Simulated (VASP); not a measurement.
# SnTe (I4/mmm) in VASP: notebook

One crystal, SnTe, is run at these levels: PBE, r2SCAN; tasks: single point.

All numbers are computed with VASP 6.6.1; they aren't measurements. Logs are shortened: lines on timing, memory, paths and dates and some standing lists are left out, and cuts for length are marked.

## 1. The cell of the first run

It takes space group I4/mmm (No. 139, tetragonal). The conventional cell has a = 4.510 Å, b = 4.510 Å, c = 6.550 Å, α = 90.00°, β = 90.00°, γ = 90.00°. Sn (site symmetry 4/mmm) has 6 Te at 3.19 to 3.28 Å as nearest neighbours. Te (site symmetry 4/mmm) has 6 Sn at 3.19 to 3.28 Å as nearest neighbours.

The cell was built by a generator and needn't be a form met in nature.

## 2. Single point, PBE (uniaxial_x strain +2.7%)

Input file INCAR:

```
SYSTEM = SnTe
PREC = Accurate ; ENCUT = 520
EDIFF = 1E-7 ; ISMEAR = -1
SIGMA = 0.02 ; LREAL = .False.
LASPH = .True. ; NELM = 100
ALGO = Fast ; ISIF = 2
LWAVE = .False. ; LCHARG = .False.
GGA = PE ; NBANDS = 17
```

Input file KPOINTS:

```
Automatic mesh
0
Gamma
  8 8 8
  0 0 0
```

Input file POSCAR:

```
SnTe
1.0
    0.0000000000      3.1893300331      3.1893300331
    3.2751230110      0.0000000000      3.1893300331
    3.2751230110      3.1893300331      0.0000000000
Sn Te
1 1
Direct
    0.0000000000      0.0000000000      0.0000000000
    0.5000000000      0.5000000000      0.5000000000
```

Potentials or basis: VASP PAW PBE potentials, release 64 (Sn_d, Te).

Started as:

```bash
> cat potpaw_PBE.64/Sn_d/POTCAR potpaw_PBE.64/Te/POTCAR > POTCAR
> mpirun -np 1 vasp_std > vasp.out
```

OUTCAR:

```text
SYSTEM = SnTe
   PREC = Accurate
   ENCUT = 520
   EDIFF = 1E-7
   ISMEAR = -1
   LREAL = .False.
   LASPH = .True.
   NELM = 100
   ISIF = 2
   GGA = PE

 ion  position               nearest neighbor table
   1  0.000  0.000  0.000-   2 3.19   2 3.19   2 3.19   2 3.19   2 3.28   2 3.28
   2  0.500  0.500  0.500-   1 3.19   1 3.19   1 3.19   1 3.19   1 3.28   1 3.28

  LATTYP: Found a body centered tetragonal cell.
 ALAT       =     4.5103937877
 C/A-ratio  =     1.4522559072

  Lattice vectors:

 A1 = (   3.2751230110,   0.0000000000,   3.1893300331)
 A2 = (   3.2751230110,   0.0000000000,  -3.1893300331)
 A3 = (  -3.2751230110,   3.1893300331,   0.0000000000)

Analysis of symmetry for initial positions (statically):
=====================================================================
 Subroutine PRICEL returns:
 Original cell was already a primitive cell.

 Routine SETGRP: Setting up the symmetry group for a
 body centered tetragonal supercell.

 Subroutine GETGRP returns: Found 16 space group operations
 (whereof 16 operations were pure point group operations)
 out of a pool of 16 trial point group operations.

The static configuration has the point symmetry D_4h.

Analysis of symmetry for dynamics (positions and initial velocities):
=====================================================================
 Subroutine PRICEL returns:
 Original cell was already a primitive cell.

 Routine SETGRP: Setting up the symmetry group for a
 body centered tetragonal supercell.

 Subroutine GETGRP returns: Found 16 space group operations
 (whereof 16 operations were pure point group operations)
 out of a pool of 16 trial point group operations.

The dynamic configuration has the point symmetry D_4h.

 Subroutine INISYM returns: Found 16 space group operations
 (whereof 16 operations are pure point group operations),
 and found     1 'primitive' translations

----------------------------------------------------------------------------------------

                                     Primitive cell

  volume of cell :      66.6280

  direct lattice vectors                    reciprocal lattice vectors
     0.000000000  3.189330033  3.189330033    -0.152666021  0.156772737  0.156772737
     3.275123011  0.000000000  3.189330033     0.152666021 -0.156772737  0.156772737
     3.275123011  3.189330033  0.000000000     0.152666021  0.156772737 -0.156772737

  length of vectors
     4.510393788  4.571461123  4.571461123     0.269188218  0.269188218  0.269188218

  position of ions in fractional coordinates (direct lattice)
     0.000000000  0.000000000  0.000000000
     0.500000000  0.500000000  0.500000000

  ion indices of the primitive-cell ions
   primitive index   ion index
                 1           1
                 2           2

----------------------------------------------------------------------------------------

 KPOINTS: Automatic mesh

Automatic generation of k-mesh.
 Grid dimensions read from file:
 generate k-points for:    8    8    8

 Generating k-lattice:

  Cartesian coordinates                     Fractional coordinates (reciprocal lattice)
    -0.019083253  0.019596592  0.019596592     0.125000000  0.000000000  0.000000000
     0.019083253 -0.019596592  0.019596592     0.000000000  0.125000000 -0.000000000
     0.019083253  0.019596592 -0.019596592     0.000000000 -0.000000000  0.125000000

  Length of vectors
     0.033648527  0.033648527  0.033648527

  Shift w.r.t. Gamma in fractional coordinates (k-lattice)
     0.000000000  0.000000000  0.000000000

 Subroutine IBZKPT returns following result:
 ===========================================

 Found     59 irreducible k-points:

 Following reciprocal coordinates:
            Coordinates               Weight
  0.000000  0.000000  0.000000      1.000000
  0.125000 -0.000000 -0.000000      8.000000
  0.250000 -0.000000 -0.000000      8.000000
  0.375000  0.000000  0.000000      8.000000
  0.500000 -0.000000 -0.000000      4.000000
  0.125000  0.125000  0.000000      4.000000
[... 16 lines left out ...]
  0.250000  0.125000  0.125000      4.000000
  0.375000  0.125000  0.125000      8.000000
 [... further k-points ...]
   k-points           NKPTS =     59   k-points in BZ     NKDIM =     59   number of bands    NBANDS=     17
   number of dos      NEDOS =    301   number of ions     NIONS =      2
   total plane-waves  NPLWV =  46656
   dimension x,y,z NGX =    36 NGY =   36 NGZ =   36
   dimension x,y,z NGXF=    72 NGYF=   72 NGZF=   72
   ions per type =               1   1
   NGX,Y,Z   is equivalent  to a cutoff of  13.27, 13.09, 13.09 a.u.
   NGXF,Y,Z  is equivalent  to a cutoff of  26.54, 26.18, 26.18 a.u.
 SYSTEM =  SnTe
   PREC   = accura    normal or accurate (medium, high low for compatibility)
   ISTART =      0    job   : 0-new  1-cont  2-samecut
   ICHARG =      2    charge: 1-file 2-atom 10-const
   ISPIN  =      1    spin polarized calculation?
   LNONCOLLINEAR =      F non collinear calculations
   LSORBIT =      F    spin-orbit coupling
   LASPH  =      T    aspherical Exc in radial PAW
   ENCUT  =  520.0 eV  38.22 Ry    6.18 a.u.   8.39  8.50  8.50*2*pi/ulx,y,z
   NELM   =    100;   NELMIN=  2; NELMDL= -5     # of ELM steps
   EDIFF  = 0.1E-06   stopping-criterion for ELM
   LREAL  =      F    real-space projection
   EDIFFG = 0.1E-05   stopping-criterion for IOM
   NSW    =      0    number of steps for IOM
   IBRION =     -1    ionic relax: 0-MD 1-quasi-New 2-CG
   NFREE  =      0    steps in history (QN), initial steepest desc. (CG)
   ISIF   =      2    stress and relaxation
   ISYM   =      2    0-nonsym 1-usesym 2-fastsym
   POTIM  = 0.5000    time-step for ionic-motion
   TEBEG  =    0.0;   TEEND  =   0.0 temperature during run
   PSTRESS=    0.0 pullay stress
   NELECT =      20.0000    total number of electrons
   NUPDOWN=      -1.0000    fix difference up-down
   EMIN   =  10.00;   EMAX   =-10.00  energy-range for DOS
   EFERMI =   0.00;   METHOD = LEGACY
   ISMEAR =    -1;   SIGMA  =   0.02  broadening in eV -4-tet -1-fermi 0-gaus
   EFERMI_NEDOS =   21; number of points for ismear=-14 and -15
   IALGO  =     68    algorithm
   IMIX   =      4    mixing-type and parameters
     AMIX     =   0.40;   BMIX     =  1.00
     AMIX_MAG =   1.60;   BMIX_MAG =  1.00
  volume/ion in A,a.u.               =      33.31       224.81
  Fermi-wavevector in a.u.,A,eV,Ry     =   1.096140  2.071404 16.347708  1.201523
  Thomas-Fermi vector in A             =   2.232476
   LORBIT       =      0    0 simple, 1 ext, 2 COOP (PROOUT), +10 PAW based schemes
   GGA     = PE    functional components
   LHFCALC =     F    Hartree Fock is set to
   AEXX    =    0.0000 exact exchange contribution
   IVDW    =     0    specifies the selected vdW correction
   LEPSILON=     F    determine dielectric tensor
   LRPA    =     F    only Hartree local field effects (RPA)
 non-spin polarized calculation
 RMM-DIIS sequential band-by-band and
  energy-cutoff  :      520.00
  volume of cell :       66.63
 maximum number of plane-waves:      1817
 NGX is ok and might be reduce to    36
   NGX = 17   NGY = 17   NGZ = 17

 number of electron      20.0000003 magnetization

 Free energy of the ion-electron system (eV)
  ---------------------------------------------------
  ext. energy  EPLUGINS =         0.00000000
  ---------------------------------------------------
  free energy    TOTEN  =        -7.55301824 eV

  energy without entropy =       -7.55268295  energy(sigma->0) =       -7.55285059

 E-fermi :   6.1980     XC(G=0):  -9.2130

 val. band max:        6.1736168540   @ k =   0.5000  -0.0000  -0.0000
 cond. band min:       6.2224745381   @ k =   0.5000  -0.0000  -0.0000
 fundamental gap:      0.0488576841
 Fermi energy:         6.1980457022

 k-point     1 :       0.0000    0.0000    0.0000
  band No.  band energies     occupation
      1     -15.7037      2.00000
      2     -15.6978      2.00000
      3     -15.6978      2.00000
      4     -15.6908      2.00000
      5     -15.6880      2.00000
      6      -6.1641      2.00000
[... 9 lines left out ...]
     16      11.1193      0.00000
     17      12.7718      0.00000

 k-point     2 :       0.1250   -0.0000   -0.0000
  band No.  band energies     occupation
      1     -15.7039      2.00000
      2     -15.6975      2.00000
      3     -15.6973      2.00000
      4     -15.6913      2.00000
      5     -15.6874      2.00000
      6      -6.0449      2.00000
[... 9 lines left out ...]
     16      11.4099      0.00000
     17      13.5840      0.00000

 k-point     3 :       0.2500   -0.0000   -0.0000
  band No.  band energies     occupation
      1     -15.7048      2.00000
      2     -15.6968      2.00000
      3     -15.6966      2.00000
      4     -15.6918      2.00000
      5     -15.6858      2.00000
      6      -5.7125      2.00000
[... 9 lines left out ...]
     16      12.2254      0.00000
     17      15.3699      0.00000

 k-point     4 :       0.3750    0.0000    0.0000
  band No.  band energies     occupation
      1     -15.7058      2.00000
      2     -15.6971      2.00000
      3     -15.6961      2.00000
      4     -15.6911      2.00000
      5     -15.6841      2.00000
      6      -5.2756      2.00000
[... 9 lines left out ...]
     16      13.5517      0.00000
     17      16.9060      0.00000
[... 343 lines left out ...]
      1     -15.7051      2.00000
      2     -15.6967      2.00000
      3     -15.6967      2.00000
      4     -15.6904      2.00000
      5     -15.6883      2.00000
      6      -6.0152      2.00000
[... 9 lines left out ...]
     16      11.8658      0.00000
     17      13.3454      0.00000

 k-point    23 :       0.2500    0.1250    0.1250
  band No.  band energies     occupation
      1     -15.7037      2.00000
      2     -15.6976      2.00000
      3     -15.6966      2.00000
      4     -15.6928      2.00000
      5     -15.6856      2.00000
      6      -5.8461      2.00000
[... 9 lines left out ...]
     16      12.4785      0.00000
     17      13.1960      0.00000

 k-point    24 :       0.3750    0.1250    0.1250
  band No.  band energies     occupation
      1     -15.7047      2.00000
      2     -15.6969      2.00000
      3     -15.6960      2.00000
      4     -15.6932      2.00000
      5     -15.6839      2.00000
      6      -5.4683      2.00000
[... 9 lines left out ...]
     16      14.0307      0.00000
     17      14.3573      0.00000

 [... further k-points ...]

------------------------ aborting loop because EDIFF is reached ----------------------------------------

  FORCE on cell =-STRESS in cart. coord.  units (eV):
  Direction    XX          YY          ZZ          XY          YZ          ZX
  --------------------------------------------------------------------------------------
  -------------------------------------------------------------------------------------
  Total       -0.8896326      0.2067906      0.2067906      0.0000000      0.0000000      0.0000000
  in kB      -21.3926565      4.9726146      4.9726146      0.0000000      0.0000000      0.0000000
  external PRESSURE =      -3.8158091 kB  Pullay stress =       0.0000000 kB

 VOLUME and BASIS-vectors are now :
 -----------------------------------------------------------------------------
  energy-cutoff  :      520.00
  volume of cell :       66.63
      direct lattice vectors                 reciprocal lattice vectors
     0.000000000  3.189330033  3.189330033    -0.152666021  0.156772737  0.156772737
     3.275123011  0.000000000  3.189330033     0.152666021 -0.156772737  0.156772737
     3.275123011  3.189330033  0.000000000     0.152666021  0.156772737 -0.156772737

 POSITION                                       TOTAL-FORCE (eV/Angst)
 -----------------------------------------------------------------------------------
      0.00000      0.00000      0.00000         0.000000      0.000000      0.000000
      3.27512      3.18933      3.18933         0.000000      0.000000      0.000000
 -----------------------------------------------------------------------------------
    total drift:                               -0.000000      0.000000      0.000000

  FREE ENERGIE OF THE ION-ELECTRON SYSTEM (eV)
  ---------------------------------------------------
  free  energy   TOTEN  =        -7.5530182354 eV

  energy  without entropy=       -7.5526829465  energy(sigma->0) =       -7.55285059
```

It took 62 s on 1 thread of Intel Xeon Platinum 8488C (Sapphire Rapids), shared host; peak memory 0.24 GiB.

Results:

```
Free energy            : -7.5530 eV
Pressure               : -0.4 GPa
Band gap on the k mesh : 0.05 eV, direct
```

Stress tensor (GPa, compression positive):
```
-2.14  0.00  0.00
 0.00  0.50  0.00
 0.00  0.00  0.50
```

Caveat: spin-orbit coupling is left out, which moves the levels of the heavy elements.

## 3. Single point, r2SCAN (shear_xy strain -3.1%)

Input file POSCAR:

```
SnTe
1.0
   -0.0489562160      3.1893300331      3.1893300331
    3.1893300331     -0.0489562160      3.1893300331
    3.1403738171      3.1403738171      0.0000000000
Sn Te
1 1
Direct
    0.0000000000      0.0000000000      0.0000000000
    0.5000000000      0.5000000000      0.5000000000
```

Input file INCAR.step1:

```
ALGO     = Normal         # electronic algorithm
EDIFF    = 1E-4           # SCF threshold, eV
ENCUT    = 520            # plane-wave cutoff, eV
GGA      = PE             # functional
ISMEAR   = -1             # smearing method
LASPH    = True           # aspherical terms in the spheres
LCHARG   = False          # write CHGCAR
LREAL    = False          # projectors in reciprocal space
LWAVE    = True           # write WAVECAR
NBANDS   = 17             # bands
NELM     = 100            # most SCF steps
PREC     = Accurate       # precision mode
SIGMA    = 0.02           # smearing width, eV
```

Input file INCAR.step2:

```
ALGO     = Normal         # electronic algorithm
EDIFF    = 1E-7           # SCF threshold, eV
ENCUT    = 520            # plane-wave cutoff, eV
ISIF     = 2              # what is computed and relaxed
ISMEAR   = -1             # smearing method
ISTART   = 1            
LASPH    = True           # aspherical terms in the spheres
LCHARG   = True           # write CHGCAR
LELF     = True           # ELF
LMIXTAU  = True         
LREAL    = False          # projectors in reciprocal space
LVHAR    = True         
LWAVE    = False          # write WAVECAR
METAGGA  = R2SCAN         # meta-GGA
NBANDS   = 17             # bands
NELM     = 100            # most SCF steps
PREC     = Accurate       # precision mode
SIGMA    = 0.02           # smearing width, eV
```

Input file KPOINTS:

```
k-points
0
Gamma
  8 8 8
```

Potentials or basis: VASP PAW PBE potentials, release 64 (Sn_d, Te).

Started as:

```bash
> cat potpaw_PBE.64/Sn_d/POTCAR potpaw_PBE.64/Te/POTCAR > POTCAR
> cp INCAR.step1 INCAR
> mpirun -np 1 vasp_std > vasp.out
> cp INCAR.step2 INCAR
> mpirun -np 1 vasp_std > vasp.out
```

OUTCAR:

```text
EDIFF = 1E-7
   ENCUT = 520
   ISIF = 2
   ISMEAR = -1
   ISTART = 1
   LASPH = True
   LREAL = False
   METAGGA = R2SCAN
   NELM = 100
   PREC = Accurate

 ion  position               nearest neighbor table
   1  0.000  0.000  0.000-   2 3.19   2 3.19   2 3.19   2 3.19   2 3.19   2 3.19
   2  0.500  0.500  0.500-   1 3.19   1 3.19   1 3.19   1 3.19   1 3.19   1 3.19

  LATTYP: Found a body centered orthorhombic cell.
 ALAT       =     4.4411592431
 B/A-ratio  =     1.0311785914
 C/A-ratio  =     1.4362601558

  Lattice vectors:

 A1 = (   0.0489562160,  -3.1893300331,  -3.1893300331)
 A2 = (  -0.0489562160,   3.1893300331,  -3.1893300331)
 A3 = (   3.1893300331,  -0.0489562160,   3.1893300331)

Analysis of symmetry for initial positions (statically):
=====================================================================
 Subroutine PRICEL returns:
 Original cell was already a primitive cell.

 Routine SETGRP: Setting up the symmetry group for a
 body centered orthorhombic supercell.

 Subroutine GETGRP returns: Found  8 space group operations
 (whereof  8 operations were pure point group operations)
[... 164 lines left out ...]

 E-fermi :   6.6179     XC(G=0):  -9.8950

 val. band max:        6.5868807065   @ k =   0.0000   0.0000   0.5000
 cond. band min:       6.6490446503   @ k =   0.5000   0.0000   0.0000
 fundamental gap:      0.0621639438
 Fermi energy:         6.6178783107

 k-point     1 :       0.0000    0.0000    0.0000
  band No.  band energies     occupation
      1     -16.1852      2.00000
      2     -16.1844      2.00000
      3     -16.1769      2.00000
      4     -16.1761      2.00000
      5     -16.1760      2.00000
      6      -6.6560      2.00000
[... 457 lines left out ...]
      4     -16.1734      2.00000
      5     -16.1731      2.00000
      6      -6.1985      2.00000
[... 9 lines left out ...]
     16      13.4340      0.00000
     17      14.8886      0.00000

 [... further k-points ...]

------------------------ aborting loop because EDIFF is reached ----------------------------------------

  FORCE on cell =-STRESS in cart. coord.  units (eV):
  Direction    XX          YY          ZZ          XY          YZ          ZX
  --------------------------------------------------------------------------------------
  -------------------------------------------------------------------------------------
  Total       -0.0527427     -0.0527427     -0.0748433      0.1819537      0.0000000      0.0000000
  in kB       -1.3027067     -1.3027067     -1.8485757      4.4941282      0.0000000      0.0000000
  external PRESSURE =      -1.4846630 kB  Pullay stress =       0.0000000 kB

 VOLUME and BASIS-vectors are now :
 -----------------------------------------------------------------------------
  energy-cutoff  :      520.00
  volume of cell :       64.87
      direct lattice vectors                 reciprocal lattice vectors
    -0.048956216  3.189330033  3.189330033    -0.154402657  0.154402657  0.156772737
     3.189330033 -0.048956216  3.189330033     0.154402657 -0.154402657  0.156772737
     3.140373817  3.140373817  0.000000000     0.159216714  0.159216714 -0.156772737

 POSITION                                       TOTAL-FORCE (eV/Angst)
 -----------------------------------------------------------------------------------
      0.00000      0.00000      0.00000         0.000000      0.000000     -0.000000
      3.14037      3.14037      3.18933         0.000000     -0.000000      0.000000
 -----------------------------------------------------------------------------------
    total drift:                               -0.000000      0.000000      0.000000

  FREE ENERGIE OF THE ION-ELECTRON SYSTEM (eV)
  ---------------------------------------------------
  free  energy   TOTEN  =       -50.6832830658 eV

  energy  without entropy=      -50.6831353748  energy(sigma->0) =      -50.68320922
```

OSZICAR.step1:

```text
N       E                     dE             d eps       ncg     rms          rms(c)
DAV:   1     0.123048063522E+03    0.12305E+03   -0.95185E+03  3283   0.134E+03
DAV:   2     0.365709404133E+01   -0.11939E+03   -0.11586E+03  3456   0.323E+02
DAV:   3    -0.729720106920E+01   -0.10954E+02   -0.10862E+02  4062   0.879E+01
DAV:   4    -0.760905492178E+01   -0.31185E+00   -0.31162E+00  3939   0.153E+01
DAV:   5    -0.762153133170E+01   -0.12476E-01   -0.12476E-01  4690   0.297E+00    0.427E+00
DAV:   6    -0.755779067876E+01    0.63741E-01   -0.15023E-01  4327   0.247E+00    0.267E+00
DAV:   7    -0.755889206238E+01   -0.11014E-02   -0.55902E-02  3836   0.110E+00    0.842E-01
DAV:   8    -0.755952059119E+01   -0.62853E-03   -0.73477E-03  4042   0.684E-01    0.169E-01
DAV:   9    -0.755961052799E+01   -0.89937E-04   -0.75306E-04  4263   0.256E-01
   1 F= -.75596105E+01 E0= -.75595803E+01  d E =-.605444E-04
```

Wall time 5.2 min (1 thread of Intel Xeon Platinum 8259CL at 2.50GHz (Skylake/Cascade Lake), shared host); peak memory 0.29 GiB.

Results:

| Quantity | Value |
| --- | --- |
| Free energy | -50.6833 eV |
| Pressure | -0.1 GPa |
| Band gap on the k mesh | none (metal or under the smearing width) |

Stress tensor (GPa, compression positive):
```
-0.13  0.45  0.00
 0.45 -0.13  0.00
 0.00  0.00 -0.18
```

Caveat: the PAW data sets were made with another functional, which shifts forces and pressure a little.
